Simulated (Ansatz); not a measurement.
Pb, 1 atom in the cell. It takes space group Im-3m (No. 229, cubic). The conventional cell has a = 3.959 Å, b = 3.959 Å, c = 3.959 Å, α = 90.00°, β = 90.00°, γ = 90.00°. Pb (site symmetry m-3m) is surrounded by 8 Pb at 3.43 Å. This isn't the form of Pb at room conditions, which is fcc.

- Program: Ansatz 0.2.0
- Task: relaxation of cell and atoms
- Functional: PBEsol
- Potentials or basis: all-electron LAPW, scalar-relativistic
- Basis error allowed: 0.001 eV/atom
- k mesh: 9 × 9 × 9
- Occupations: fermi-dirac, width 0.05 eV
- Spin: no spin polarisation
- Target pressure: 20 GPa

Potentials or basis: all-electron LAPW, scalar-relativistic.

Command:

```sh
$ ansatz run input.yaml --threads 1 --pin off --max-ram 3072MiB --backend cpu --events-out ev --progress --plain --runs-dir out
```

Hardware: 1 thread of Arm Neoverse V1, on a shared host.

**Question.** Estimate the wall time of this run.

**Answer.** It took 14 s on 1 thread of Arm Neoverse V1, with other jobs on the host, peak memory 0.24 GiB. Counts: scf iterations 23, plane waves 177, k points 35, bands 22, ion steps 6.
